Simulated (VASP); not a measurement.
# Li2O (Fm-3m) in VASP: settings compared

The runs below take Li2O through single point, with PBE, LDA, BLYP.

All numbers are computed with VASP 6.6.1; they aren't measurements. Logs are shortened: lines on timing, memory, paths and dates and some standing lists are left out, and cuts for length are marked.

## Step 1: Starting point

The structure is cubic, space group Fm-3m (No. 225). The conventional cell has a = 4.654 Å, b = 4.654 Å, c = 4.654 Å, α = 90.00°, β = 90.00°, γ = 90.00°. Li (site symmetry -43m) has 4 O at 2.02 Å as nearest neighbours. Around O (site symmetry m-3m) lie 8 Li at 2.02 Å.

The cell comes from a database or a generator and needn't be the stable form of this composition.

## Step 2: Single point, PBE

INCAR reads:

```
SYSTEM = Li2O
ALGO = Normal
EDIFF = 1E-6
ENCUT = 520
GGA = PE
ISIF = 2
ISMEAR = 0
LASPH = .True.
LCHARG = .False.
LREAL = .False.
LWAVE = .False.
NBANDS = 13
NELM = 80
PREC = Accurate
SIGMA = 0.1
```

KPOINTS reads:

```
k-points
0
Gamma
  6 6 6
  0 0 0
```

POSCAR reads:

```
Li2O
1.0
    0.0000000000      2.3268543819      2.3268543819
    2.3268543819      0.0000000000      2.3268543819
    2.3268543819      2.3268543819      0.0000000000
Li O
2 1
Direct
    0.7500000000      0.7500000000      0.7500000000
    0.2500000000      0.2500000000      0.2500000000
    0.0000000000      0.0000000000      0.0000000000
```

Potentials or basis: VASP PAW PBE potentials, release 64 (Li_sv, O).

On the command line:

```bash
cat potpaw_PBE.64/Li_sv/POTCAR potpaw_PBE.64/O/POTCAR > POTCAR
mpirun -np 1 vasp_std > vasp.out
```

OUTCAR:

```text
SYSTEM = Li2O
   EDIFF = 1E-6
   ENCUT = 520
   GGA = PE
   ISIF = 2
   ISMEAR = 0
   LASPH = .True.
   LREAL = .False.
   NELM = 80
   PREC = Accurate

 ion  position               nearest neighbor table
   1  0.750  0.750  0.750-   3 2.02   3 2.02   3 2.02   3 2.02   2 2.33   2 2.33   2 2.33   2 2.33
                             2 2.33   2 2.33
   2  0.250  0.250  0.250-   3 2.02   3 2.02   3 2.02   3 2.02   1 2.33   1 2.33   1 2.33   1 2.33
                             1 2.33   1 2.33
   3  0.000  0.000  0.000-   1 2.02   1 2.02   1 2.02   1 2.02   2 2.02   2 2.02   2 2.02   2 2.02

  LATTYP: Found a face centered cubic cell.
 ALAT       =     4.6537087638

  Lattice vectors:

 A1 = (   0.0000000000,   2.3268543819,   2.3268543819)
 A2 = (   2.3268543819,   0.0000000000,   2.3268543819)
 A3 = (   2.3268543819,   2.3268543819,   0.0000000000)

Analysis of symmetry for initial positions (statically):
=====================================================================
 Subroutine PRICEL returns:
 Original cell was already a primitive cell.

 Routine SETGRP: Setting up the symmetry group for a
 face centered cubic supercell.

 Subroutine GETGRP returns: Found 48 space group operations
 (whereof 48 operations were pure point group operations)
 out of a pool of 48 trial point group operations.

The static configuration has the point symmetry O_h .

Analysis of symmetry for dynamics (positions and initial velocities):
=====================================================================
 Subroutine PRICEL returns:
 Original cell was already a primitive cell.

 Routine SETGRP: Setting up the symmetry group for a
 face centered cubic supercell.

 Subroutine GETGRP returns: Found 48 space group operations
 (whereof 48 operations were pure point group operations)
 out of a pool of 48 trial point group operations.

The dynamic configuration has the point symmetry O_h .

 Subroutine INISYM returns: Found 48 space group operations
 (whereof 48 operations are pure point group operations),
 and found     1 'primitive' translations

----------------------------------------------------------------------------------------

                                     Primitive cell

  volume of cell :      25.1963

  direct lattice vectors                    reciprocal lattice vectors
     0.000000000  2.326854382  2.326854382    -0.214882377  0.214882377  0.214882377
     2.326854382  0.000000000  2.326854382     0.214882377 -0.214882377  0.214882377
     2.326854382  2.326854382  0.000000000     0.214882377  0.214882377 -0.214882377

  length of vectors
     3.290669025  3.290669025  3.290669025     0.372187194  0.372187194  0.372187194

  position of ions in fractional coordinates (direct lattice)
     0.750000000  0.750000000  0.750000000
     0.250000000  0.250000000  0.250000000
     0.000000000  0.000000000  0.000000000

  ion indices of the primitive-cell ions
   primitive index   ion index
                 1           1
                 2           2
                 3           3

----------------------------------------------------------------------------------------

 KPOINTS: k-points

Automatic generation of k-mesh.
 Grid dimensions read from file:
 generate k-points for:    6    6    6

 Generating k-lattice:

  Cartesian coordinates                     Fractional coordinates (reciprocal lattice)
    -0.035813729  0.035813729  0.035813729     0.166666667  0.000000000  0.000000000
     0.035813729 -0.035813729  0.035813729     0.000000000  0.166666667  0.000000000
     0.035813729  0.035813729 -0.035813729     0.000000000  0.000000000  0.166666667

  Length of vectors
     0.062031199  0.062031199  0.062031199

  Shift w.r.t. Gamma in fractional coordinates (k-lattice)
     0.000000000  0.000000000  0.000000000

 Subroutine IBZKPT returns following result:
 ===========================================

 Found     16 irreducible k-points:

 Following reciprocal coordinates:
            Coordinates               Weight
  0.000000  0.000000  0.000000      1.000000
  0.166667  0.000000  0.000000      8.000000
  0.333333  0.000000  0.000000      8.000000
  0.500000  0.000000  0.000000      4.000000
  0.166667  0.166667  0.000000      6.000000
  0.333333  0.166667  0.000000     24.000000
[... 8 lines left out ...]
 -0.333333  0.333333  0.166667     24.000000
 -0.333333  0.500000  0.166667     12.000000
   k-points           NKPTS =     16   k-points in BZ     NKDIM =     16   number of bands    NBANDS=     13
   number of dos      NEDOS =    301   number of ions     NIONS =      3
   total plane-waves  NPLWV =  13824
   dimension x,y,z NGX =    24 NGY =   24 NGZ =   24
   dimension x,y,z NGXF=    48 NGYF=   48 NGZF=   48
   ions per type =               2   1
   NGX,Y,Z   is equivalent  to a cutoff of  12.12, 12.12, 12.12 a.u.
   NGXF,Y,Z  is equivalent  to a cutoff of  24.25, 24.25, 24.25 a.u.
 SYSTEM =  Li2O
   PREC   = accura    normal or accurate (medium, high low for compatibility)
   ISTART =      0    job   : 0-new  1-cont  2-samecut
   ICHARG =      2    charge: 1-file 2-atom 10-const
   ISPIN  =      1    spin polarized calculation?
   LNONCOLLINEAR =      F non collinear calculations
   LSORBIT =      F    spin-orbit coupling
   LASPH  =      T    aspherical Exc in radial PAW
   ENCUT  =  520.0 eV  38.22 Ry    6.18 a.u.   6.12  6.12  6.12*2*pi/ulx,y,z
   NELM   =     80;   NELMIN=  2; NELMDL= -5     # of ELM steps
   EDIFF  = 0.1E-05   stopping-criterion for ELM
   LREAL  =      F    real-space projection
   EDIFFG = 0.1E-04   stopping-criterion for IOM
   NSW    =      0    number of steps for IOM
   IBRION =     -1    ionic relax: 0-MD 1-quasi-New 2-CG
   NFREE  =      0    steps in history (QN), initial steepest desc. (CG)
   ISIF   =      2    stress and relaxation
   ISYM   =      2    0-nonsym 1-usesym 2-fastsym
   POTIM  = 0.5000    time-step for ionic-motion
   TEBEG  =    0.0;   TEEND  =   0.0 temperature during run
   PSTRESS=    0.0 pullay stress
   NELECT =      12.0000    total number of electrons
   NUPDOWN=      -1.0000    fix difference up-down
   EMIN   =  10.00;   EMAX   =-10.00  energy-range for DOS
   EFERMI =   0.00;   METHOD = LEGACY
   ISMEAR =     0;   SIGMA  =   0.10  broadening in eV -4-tet -1-fermi 0-gaus
   EFERMI_NEDOS =   21; number of points for ismear=-14 and -15
   IALGO  =     38    algorithm
   IMIX   =      4    mixing-type and parameters
     AMIX     =   0.40;   BMIX     =  1.00
     AMIX_MAG =   1.60;   BMIX_MAG =  1.00
  volume/ion in A,a.u.               =       8.40        56.68
  Fermi-wavevector in a.u.,A,eV,Ry     =   1.278467  2.415951 22.238406  1.634477
  Thomas-Fermi vector in A             =   2.411008
   LORBIT       =      0    0 simple, 1 ext, 2 COOP (PROOUT), +10 PAW based schemes
   GGA     = PE    functional components
   LHFCALC =     F    Hartree Fock is set to
   AEXX    =    0.0000 exact exchange contribution
   IVDW    =     0    specifies the selected vdW correction
   LEPSILON=     F    determine dielectric tensor
   LRPA    =     F    only Hartree local field effects (RPA)
 non-spin polarized calculation
 Gauss-broadening in eV      SIGMA  =   0.10
  energy-cutoff  :      520.00
  volume of cell :       25.20
 maximum number of plane-waves:       700
   NGX = 13   NGY = 13   NGZ = 13

 number of electron      11.9999976 magnetization

 Free energy of the ion-electron system (eV)
  ---------------------------------------------------
  ext. energy  EPLUGINS =         0.00000000
  ---------------------------------------------------
  free energy    TOTEN  =       -14.34610250 eV

  energy without entropy =      -14.34610250  energy(sigma->0) =      -14.34610250

 E-fermi :   1.8230     XC(G=0):  -9.6593

 val. band max:        1.2262867886   @ k =   0.0000   0.0000   0.0000
 cond. band min:       6.1552512638   @ k =   0.5000   0.5000   0.0000
 fundamental gap:      4.9289644752
 Fermi energy:         1.8229930221

 k-point     1 :       0.0000    0.0000    0.0000
  band No.  band energies     occupation
      1     -41.8131      2.00000
      2     -41.5051      2.00000
      3     -14.1856      2.00000
      4       1.2263      2.00000
      5       1.2263      2.00000
      6       1.2263      2.00000
      7       6.3422      0.00000
      8      13.0306      0.00000
      9      13.0306      0.00000
     10      13.0306      0.00000
     11      19.9876      0.00000
     12      19.9876      0.00000
     13      19.9876      0.00000

 k-point     2 :       0.1667    0.0000    0.0000
  band No.  band energies     occupation
      1     -41.7894      2.00000
      2     -41.5232      2.00000
      3     -14.1348      2.00000
      4       0.4019      2.00000
      5       1.1083      2.00000
      6       1.1083      2.00000
      7       7.0473      0.00000
      8      13.0026      0.00000
      9      13.3574      0.00000
     10      13.3575      0.00000
     11      18.2312      0.00000
     12      18.2312      0.00000
     13      20.8332      0.00000

 k-point     3 :       0.3333    0.0000    0.0000
  band No.  band energies     occupation
      1     -41.7270      2.00000
      2     -41.5738      2.00000
      3     -14.0241      2.00000
      4      -0.9190      2.00000
      5       0.8922      2.00000
      6       0.8922      2.00000
      7       8.6058      0.00000
      8      12.2846      0.00000
      9      13.4082      0.00000
     10      13.4082      0.00000
     11      18.0436      0.00000
     12      18.0436      0.00000
     13      22.6380      0.00000
[... 177 lines left out ...]
 k-point    15 :      -0.3333    0.3333    0.1667
  band No.  band energies     occupation
      1     -41.6444      2.00000
      2     -41.6442      2.00000
      3     -13.9212      2.00000
      4      -0.9607      2.00000
      5      -0.0023      2.00000
      6       0.2024      2.00000
      7       8.6657      0.00000
      8      11.4028      0.00000
      9      14.6262      0.00000
     10      14.8074      0.00000
     11      18.6472      0.00000
     12      18.9910      0.00000
     13      23.9562      0.00000

 k-point    16 :      -0.3333    0.5000    0.1667
  band No.  band energies     occupation
      1     -41.6682      2.00000
      2     -41.6182      2.00000
      3     -13.9095      2.00000
      4      -0.4478      2.00000
      5      -0.2910      2.00000
      6      -0.1754      2.00000
      7       7.5855      0.00000
      8      12.3817      0.00000
      9      14.8113      0.00000
     10      15.3674      0.00000
     11      17.8086      0.00000
     12      20.9436      0.00000
     13      22.8789      0.00000

------------------------ aborting loop because EDIFF is reached ----------------------------------------

  FORCE on cell =-STRESS in cart. coord.  units (eV):
  Direction    XX          YY          ZZ          XY          YZ          ZX
  --------------------------------------------------------------------------------------
  -------------------------------------------------------------------------------------
  Total       -0.2218348     -0.2218348     -0.2218348     -0.0000000      0.0000000     -0.0000000
  in kB      -14.1059592    -14.1059592    -14.1059592     -0.0000000      0.0000000     -0.0000000
  external PRESSURE =     -14.1059592 kB  Pullay stress =       0.0000000 kB

 VOLUME and BASIS-vectors are now :
 -----------------------------------------------------------------------------
  energy-cutoff  :      520.00
  volume of cell :       25.20
      direct lattice vectors                 reciprocal lattice vectors
     0.000000000  2.326854382  2.326854382    -0.214882377  0.214882377  0.214882377
     2.326854382  0.000000000  2.326854382     0.214882377 -0.214882377  0.214882377
     2.326854382  2.326854382  0.000000000     0.214882377  0.214882377 -0.214882377

 POSITION                                       TOTAL-FORCE (eV/Angst)
 -----------------------------------------------------------------------------------
      3.49028      3.49028      3.49028        -0.000000     -0.000000     -0.000000
      1.16343      1.16343      1.16343         0.000000      0.000000      0.000000
      0.00000      0.00000      0.00000        -0.000000     -0.000000     -0.000000
 -----------------------------------------------------------------------------------
    total drift:                               -0.000000      0.000000      0.000000

  FREE ENERGIE OF THE ION-ELECTRON SYSTEM (eV)
  ---------------------------------------------------
  free  energy   TOTEN  =       -14.3461024986 eV

  energy  without entropy=      -14.3461024986  energy(sigma->0) =      -14.34610250
```

Run time: 2.5 s. Hardware: 1 thread of Intel Xeon 6975P-C (Granite Rapids), shared host; peak memory 0.13 GiB.

What came out:

| Quantity | Value |
| --- | --- |
| Free energy | -14.3461 eV |
| Band gap on the k mesh | 4.93 eV, indirect (least direct gap 5.12 eV) |

Caveat: the cutoff is under 1.25 times the usual one of these potentials, so pressure, stress and relaxed cells hold a basis-set (Pulay) error.

## Step 3: Single point, LDA

INCAR reads:

```
PREC = Accurate ; ENCUT = 520
EDIFF = 1E-6 ; ISMEAR = -1
SIGMA = 0.06802846561497 ; LREAL = False
LASPH = True ; NELM = 60
ALGO = Normal ; ISIF = 2
LWAVE = False ; LCHARG = False
GGA = CA ; NBANDS = 13
```

KPOINTS reads:

```
regular mesh
0
Gamma
  6 6 6
```

POSCAR is that of step 2.

Potentials or basis: VASP PAW LDA potentials, release 64 (Li_sv, O).

On the command line:

```bash
cat potpaw_LDA.64/Li_sv/POTCAR potpaw_LDA.64/O/POTCAR > POTCAR
mpirun -np 1 vasp_std > vasp.out
```

It took 1.8 s on 1 thread of Intel Xeon 6975P-C (Granite Rapids), shared host; peak memory 0.12 GiB.

The run converged. Its results:

```yaml
Free_energy: -15.6849 eV
Band_gap_on_the_k_mesh: 4.76 eV, indirect (least direct gap 5.10 eV)
```

Levels at points of the mesh, in eV from the valence-band top:
```tsv
k point	band 4	band 5	band 6	band 7	band 8	band 9
(0.00, 0.00, 0.00)	0.00	0.00	0.00	5.10	11.46	11.46
(0.50, 0.00, 0.00)	-2.75	-0.45	-0.45	8.94	9.47	11.65
(0.50, 0.50, 0.00)	-1.58	-1.39	-1.39	4.76	13.04	13.04
```

Caveat: the cutoff is under 1.25 times the usual one of these potentials, so pressure, stress and relaxed cells hold a basis-set (Pulay) error. Expect the measured gap to be larger: semilocal functionals such as LDA lack the derivative discontinuity.

## Step 4: Single point, BLYP, collinear spin, zero start

INCAR reads:

```
SYSTEM = Li2O
PREC     = Accurate       ! precision mode
ENCUT    = 520            ! plane-wave cutoff, eV
EDIFF    = 1E-7           ! SCF threshold, eV
ISMEAR   = 0              ! smearing method
SIGMA    = 0.1            ! smearing width, eV
LREAL    = .False.        ! projectors in reciprocal space
LASPH    = .True.         ! aspherical terms in the spheres
NELM     = 150            ! most SCF steps
ALGO     = Fast           ! electronic algorithm
ISIF     = 2              ! what is computed and relaxed
LWAVE    = .False.        ! write WAVECAR
LCHARG   = .False.        ! write CHGCAR
ISPIN    = 2              ! spin polarisation
MAGMOM   = 0 0 0          ! initial moments
LORBIT   = 11             ! projections on sites
GGA      = B5             ! functional
ALDAX    = 1.0          
AGGAX    = 1.0          
AGGAC    = 1.0          
ALDAC    = 0.0          
NBANDS   = 17             ! bands
```

KPOINTS reads:

```
Automatic mesh
0
Gamma
  2 2 2
  0 0 0
```

POSCAR is that of step 3.

Potentials or basis: VASP PAW PBE potentials, release 64 (Li_sv, O).

On the command line:

```bash
cat potpaw_PBE.64/Li_sv/POTCAR potpaw_PBE.64/O/POTCAR > POTCAR
mpirun -np 1 vasp_std > vasp.out
```

Wall time 8.9 s (1 thread of Intel Xeon 6975P-C (Granite Rapids), shared host); peak memory 0.13 GiB.

Results (log left out):

* Free energy: -13.6913 eV
* Band gap on the k mesh: 5.04 eV, indirect (least direct gap 5.27 eV)
* Net moment: 0.00 μB per cell
* Valence electrons inside the program's atomic spheres: Li 2.11; O 5.06

Levels at points of the mesh, in eV from the valence-band top:
Spin up:
```tsv
k point	band 2	band 3	band 4	band 5	band 6	band 7	band 8	band 9	band 10	band 11
(0.00, 0.00, 0.00)	-43.64	-15.31	0.00	0.00	0.00	5.27	11.56	11.56	11.56	18.67
(0.50, 0.00, 0.00)	-43.78	-15.08	-2.74	-0.45	-0.45	9.29	9.50	11.77	11.77	17.36
(0.50, 0.50, 0.00)	-43.73	-15.03	-1.61	-1.38	-1.38	5.04	13.24	13.24	14.42	15.32
```
Spin down:
| k point | band 4 | band 5 | band 6 | band 7 | band 8 | band 9 |
| --- | --- | --- | --- | --- | --- | --- |
| (0.00, 0.00, 0.00) | 0.00 | 0.00 | 0.00 | 5.27 | 11.56 | 11.56 |
| (0.50, 0.00, 0.00) | -2.74 | -0.45 | -0.45 | 9.29 | 9.50 | 11.77 |
| (0.50, 0.50, 0.00) | -1.61 | -1.38 | -1.38 | 5.04 | 13.24 | 13.24 |

Caveat: the k mesh is coarse (spacing up to 1.17 Å⁻¹), so the values aren't converged; the cutoff is under 1.25 times the usual one of these potentials, so pressure, stress and relaxed cells hold a basis-set (Pulay) error; the PAW data sets were made with another functional, which shifts forces and pressure a little.

## Step 5: Overview

| level | potentials or basis | spin | k mesh | smearing | mesh quality | gap on the mesh (eV) |
| --- | --- | --- | --- | --- | --- | --- |
| PBE | VASP PAW PBE potentials, release 64 (Li_sv, O) | off | 6 × 6 × 6 | gaussian 0.1 eV | not flagged | 4.93 |
| LDA | VASP PAW LDA potentials, release 64 (Li_sv, O) | off | 6 × 6 × 6 | fermi-dirac 0.0680285 eV | not flagged | 4.76 |
| BLYP | VASP PAW PBE potentials, release 64 (Li_sv, O) | collinear, zero start | 2 × 2 × 2 | gaussian 0.1 eV | coarse | 5.04 |

Alike in all rows: task single point; cell as given; cutoff (eV) 520.

Caveats: some runs use coarse meshes; the cutoff is under 1.25 times the usual one of these potentials, so pressure, stress and relaxed cells hold a basis-set (Pulay) error; the PAW data sets were made with another functional, which shifts forces and pressure a little (some runs).

Absolute energies hang on the potentials; compare differences alone.
